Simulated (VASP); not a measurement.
Output of a VASP run:

**OUTCAR**
```
 ion  position               nearest neighbor table
   1  0.000  0.000  0.000-   3 2.01   6 2.01   5 2.03   4 2.03   4 2.03   5 2.03
   2  0.500  0.500  0.500-   4 2.01   5 2.01   3 2.03   6 2.03   3 2.03   6 2.03
   3  0.303  0.303  0.000-   1 2.01   2 2.03   2 2.03
   4  0.803  0.197  0.500-   2 2.01   1 2.03   1 2.03
   5  0.197  0.803  0.500-   2 2.01   1 2.03   1 2.03
   6  0.697  0.697  0.000-   1 2.01   2 2.03   2 2.03
  LATTYP: Found a simple tetragonal cell.
 ALAT       =     4.6933276719
 C/A-ratio  =     0.6598248712
 Subroutine PRICEL returns:
 Original cell was already a primitive cell.
 Subroutine GETGRP returns: Found 16 space group operations
The static configuration has the point symmetry D_2h.
 The point group associated with its full space group is D_4h.
The dynamic configuration has the point symmetry D_2h.
 Subroutine INISYM returns: Found 16 space group operations
 Subroutine IBZKPT returns following result:
 Found     24 irreducible k-points:

 Following reciprocal coordinates:
            Coordinates               Weight
  0.000000  0.000000  0.000000      1.000000
  0.200000  0.000000  0.000000      4.000000
  0.400000  0.000000  0.000000      4.000000
  0.200000  0.200000  0.000000      4.000000
  0.400000  0.200000  0.000000      8.000000
  0.400000  0.400000  0.000000      4.000000
  0.000000  0.000000  0.142857      2.000000
  0.200000  0.000000  0.142857      8.000000
  0.400000  0.000000  0.142857      8.000000
  0.200000  0.200000  0.142857      8.000000
  0.400000  0.200000  0.142857     16.000000
  0.400000  0.400000  0.142857      8.000000
  0.000000  0.000000  0.285714      2.000000
  0.200000  0.000000  0.285714      8.000000
  0.400000  0.000000  0.285714      8.000000
  0.200000  0.200000  0.285714      8.000000
  0.400000  0.200000  0.285714     16.000000
  0.400000  0.400000  0.285714      8.000000
  0.000000  0.000000  0.428571      2.000000
  0.200000  0.000000  0.428571      8.000000
  0.400000  0.000000  0.428571      8.000000
  0.200000  0.200000  0.428571      8.000000
  0.400000  0.200000  0.428571     16.000000
  0.400000  0.400000  0.428571      8.000000
   k-points           NKPTS =     24   k-points in BZ     NKDIM =     24   number of bands    NBANDS=     20
   number of dos      NEDOS =    301   number of ions     NIONS =      6
   total plane-waves  NPLWV =  31104
   dimension x,y,z NGX =    36 NGY =   36 NGZ =   24
   dimension x,y,z NGXF=    72 NGYF=   72 NGZF=   48
   ions per type =               2   4
   PREC   = accura    normal or accurate (medium, high low for compatibility)
   ISTART =      0    job   : 0-new  1-cont  2-samecut
   ICHARG =      2    charge: 1-file 2-atom 10-const
   ISPIN  =      1    spin polarized calculation?
   LNONCOLLINEAR =      F non collinear calculations
   LSORBIT =      F    spin-orbit coupling
   INIWAV =      1    electr: 0-lowe 1-rand  2-diag
   ENCUT  =  520.0 eV  38.22 Ry    6.18 a.u.   8.73  8.73  5.76*2*pi/ulx,y,z
   NELM   =    100;   NELMIN=  2; NELMDL= -5     # of ELM steps
   EDIFF  = 0.1E-06   stopping-criterion for ELM
   LREAL  =      F    real-space projection
   NLSPLINE    = F    spline interpolate recip. space projectors
   LMAXMIX     =    2 max onsite mixed and CHGCAR
   VOSKOWN=      0    Vosko Wilk Nusair interpolation
   EDIFFG = -.1E-01   stopping-criterion for IOM
   NSW    =     30    number of steps for IOM
   NBLOCK =      1;   KBLOCK =     30    inner block; outer block
   IBRION =      2    ionic relax: 0-MD 1-quasi-New 2-CG
   NFREE  =      1    steps in history (QN), initial steepest desc. (CG)
   ISIF   =      4    stress and relaxation
   ISYM   =      2    0-nonsym 1-usesym 2-fastsym
   TEIN   =    0.0    initial temperature
   TEBEG  =    0.0;   TEEND  =   0.0 temperature during run
   SMASS  =  -3.00    Nose mass-parameter (am)
   PSTRESS=    0.0 pullay stress
   NELECT =      32.0000    total number of electrons
   EFERMI =   0.00;   METHOD = LEGACY
   ISMEAR =     0;   SIGMA  =   0.05  broadening in eV -4-tet -1-fermi 0-gaus
...
```

File OSZICAR:
```
       N       E                     dE             d eps       ncg     rms          rms(c)
DAV:   1     0.190985745575E+03    0.19099E+03   -0.18151E+04  1032   0.149E+03
DAV:   2    -0.243622194536E+02   -0.21535E+03   -0.20591E+03  1256   0.328E+02
DAV:   3    -0.337079596511E+02   -0.93457E+01   -0.93140E+01  1108   0.714E+01
DAV:   4    -0.337712029584E+02   -0.63243E-01   -0.63214E-01  1096   0.675E+00
DAV:   5    -0.337716314393E+02   -0.42848E-03   -0.42846E-03  1104   0.558E-01    0.894E+00
DAV:   6    -0.316434426735E+02    0.21282E+01   -0.91713E+00  1100   0.229E+01    0.308E+00
DAV:   7    -0.316608908570E+02   -0.17448E-01   -0.91456E-02  1032   0.239E+00    0.189E+00
DAV:   8    -0.316950530918E+02   -0.34162E-01   -0.62376E-02  1092   0.284E+00    0.173E-01
DAV:   9    -0.316964786015E+02   -0.14255E-02   -0.36997E-03  1108   0.456E-01    0.752E-02
DAV:  10    -0.316967670314E+02   -0.28843E-03   -0.33737E-04  1068   0.155E-01    0.138E-02
DAV:  11    -0.316967743821E+02   -0.73508E-05   -0.49702E-05  1096   0.574E-02    0.132E-02
DAV:  12    -0.316967737186E+02    0.66358E-06   -0.24118E-05  1056   0.392E-02    0.261E-03
DAV:  13    -0.316967736511E+02    0.67459E-07   -0.76758E-07  1112   0.735E-03
   1 F= -.31696774E+02 E0= -.31696774E+02  d E =-.316968E+02
       N       E                     dE             d eps       ncg     rms          rms(c)
DAV:   1    -0.316973101910E+02   -0.53647E-03   -0.25846E-01   960   0.470E+00    0.149E-01
DAV:   2    -0.316975829566E+02   -0.27277E-03   -0.52108E-03  1100   0.615E-01    0.801E-02
DAV:   3    -0.316974678869E+02    0.11507E-03   -0.84817E-05  1096   0.110E-01    0.297E-02
DAV:   4    -0.316974516233E+02    0.16264E-04   -0.43502E-05  1096   0.697E-02    0.535E-03
DAV:   5    -0.316974520469E+02   -0.42359E-06   -0.47299E-06  1052   0.176E-02    0.348E-03
DAV:   6    -0.316974520864E+02   -0.39458E-07   -0.18015E-07   688   0.493E-03
   2 F= -.31697452E+02 E0= -.31697452E+02  d E =-.678435E-03
       N       E                     dE             d eps       ncg     rms          rms(c)
DAV:   1    -0.316975409976E+02   -0.88951E-04   -0.31141E-01   960   0.516E+00    0.163E-01
DAV:   2    -0.316978693878E+02   -0.32839E-03   -0.62822E-03  1096   0.675E-01    0.880E-02
DAV:   3    -0.316977302212E+02    0.13917E-03   -0.10297E-04  1096   0.122E-01    0.327E-02
DAV:   4    -0.316977105552E+02    0.19666E-04   -0.52690E-05  1096   0.766E-02    0.589E-03
DAV:   5    -0.316977110710E+02   -0.51582E-06   -0.57350E-06  1040   0.194E-02    0.383E-03
DAV:   6    -0.316977111208E+02   -0.49809E-07   -0.21957E-07   712   0.543E-03
   3 F= -.31697711E+02 E0= -.31697711E+02  d E =-.937470E-03
```

File OUTCAR:
```
------------------------ aborting loop because EDIFF is reached ----------------------------------------
  FORCE on cell =-STRESS in cart. coord.  units (eV):
  Direction    XX          YY          ZZ          XY          YZ          ZX
  --------------------------------------------------------------------------------------
  Total       -1.1017566     -1.1017566     -1.1085026      0.0000000      0.0000000      0.0000000
  in kB      -25.8776551    -25.8776551    -26.0361033      0.0000000      0.0000000      0.0000000
  external PRESSURE =     -25.9304711 kB  Pullay stress =       0.0000000 kB
  volume of cell :       68.21
      direct lattice vectors                 reciprocal lattice vectors
     4.699326184  0.000000000  0.000000000     0.212796465 -0.000000000  0.000000000
     0.000000000  4.699326184  0.000000000    -0.000000000  0.212796465  0.000000000
     0.000000000  0.000000000  3.088873542     0.000000000  0.000000000  0.323742616
 POSITION                                       TOTAL-FORCE (eV/Angst)
 -----------------------------------------------------------------------------------
      0.00000      0.00000      0.00000         0.000000      0.000000     -0.000000
      2.34966      2.34966      1.54444         0.000000      0.000000     -0.000000
      1.42934      1.42934      0.00000        -0.000302     -0.000302     -0.000000
      3.77900      0.92032      1.54444        -0.000302      0.000302     -0.000000
      0.92032      3.77900      1.54444         0.000302     -0.000302     -0.000000
      3.26998      3.26998      0.00000         0.000302      0.000302      0.000000
 -----------------------------------------------------------------------------------
    total drift:                                0.000000      0.000000     -0.000000
  FREE ENERGIE OF THE ION-ELECTRON SYSTEM (eV)
  ---------------------------------------------------
  free  energy   TOTEN  =       -31.6977111208 eV

  energy  without entropy=      -31.6977111208  energy(sigma->0) =      -31.69771112

 reached required accuracy - stopping structural energy minimisation
```
(Selected blocks of OUTCAR.)

**POSCAR**
```
MgF2
1
    4.6933276719     0.0000000000     0.0000000000
    0.0000000000     4.6933276719     0.0000000000
    0.0000000000     0.0000000000     3.0967743264
Mg F
2 4
Direct
  0.0000000000   0.0000000000   0.0000000000
  0.5000000000   0.5000000000   0.5000000000
  0.3032996149   0.3032996149   1.0000000000
  0.8032996149   0.1967003851   0.5000000000
  0.1967003851   0.8032996149   0.5000000000
  0.6967003851   0.6967003851   0.0000000000
```

Question: Write an INCAR and KPOINTS that could have produced this output.

Answer: This is not unique; one that fits is the input of the run itself, AM05 GGA, plane waves, VASP's PBE PAW potentials (set 64).

INCAR:
```
! general
SYSTEM  =  MgF2
PREC    =  Accurate
ENCUT   =  520   ! plane-wave cut-off (eV)
LREAL   =  .FALSE.   ! projection in real space or not
LASPH   =  .TRUE.   ! aspherical one-centre terms

! electronic loop
EDIFF   =  1E-7   ! SCF stop (eV)
NELM    =  100   ! most electronic steps
ALGO    =  Normal

! smearing
ISMEAR  =  0   ! Gaussian
SIGMA   =  0.05

! functional
GGA     =  AM   ! AM05

! ions
IBRION  =  2
NSW     =  30   ! most ionic steps
ISIF    =  4   ! ions and shape, fixed volume
EDIFFG  =  -0.01   ! ionic stop

! output
LWAVE   =  .FALSE.
LCHARG  =  .FALSE.
```

### KPOINTS
```
K-points
0
G
  5 5 7
```

POTCAR, in this order: Mg F (PBE.64 set). Program: vasp_std.

The compound is MgF2 in the rutile structure. This cell is one point of a volume scan, at 1.03 of the reference volume. Symmetry was kept, so distortions that lower it aren't found.
